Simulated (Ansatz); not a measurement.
## Al3Cu2: how the axes shrink under pressure

Al3Cu2, P-3m1, a = 4.099 Å, c = 4.982 Å. The structure is a Materials Project entry; whether it is the stable form wasn't checked. Ansatz: PBEsol, PAW, 420 eV, Γ-centred 12×12×8 mesh on 5 atoms, Gaussian smearing 0.10 eV; no spin polarisation. Cell and atoms are relaxed at each pressure, and no other structure is tried, so the rows at high pressure may lie past a change of phase. y = 100 ln(c/c0) with c0 = 4.9821 Å, so nearly a change in per cent. The pressures are the targets, met within 0.05 GPa.

| P (GPa) | y | 100 ln(a/a0) |
| --- | --- | --- |
| -1.0 | ? | ? |
| 0.0 | 0.00 | 0.00 |
| 1.0 | -0.30 | -0.31 |
| 4.0 | -1.07 | -1.12 |
| 12.0 | -2.78 | -2.94 |
| 25.0 | -4.99 | -5.25 |
| 50.0 | -8.09 | -8.51 |
| 90.0 | -11.55 | -12.18 |

Fit y = c1 P + c2 P² to the other rows, give the linear compressibility along c, and predict the missing y.

Least squares on the rows shown. y = −0.2186 P + 0.001013 P². The linear compressibility along c is −c1/100 = 2.19 per TPa, against 2.30 along a from the same fit to the last column (its missing entry is 0.31): the crystal is about as stiff along both at low pressure. The runs next to zero pressure give 2.83 and 3.00, so a parabola over the whole range misstates the start. With a term in P³ added, the coefficient of P becomes -0.2580, 18 % more, which shows how far this figure hangs on the form. At P = -1.0 the fit asked for gives 0.22. The run gave 0.29, so the fit is 0.07 too low, within the rms miss on the fitted rows (0.21): the form describes this series only roughly.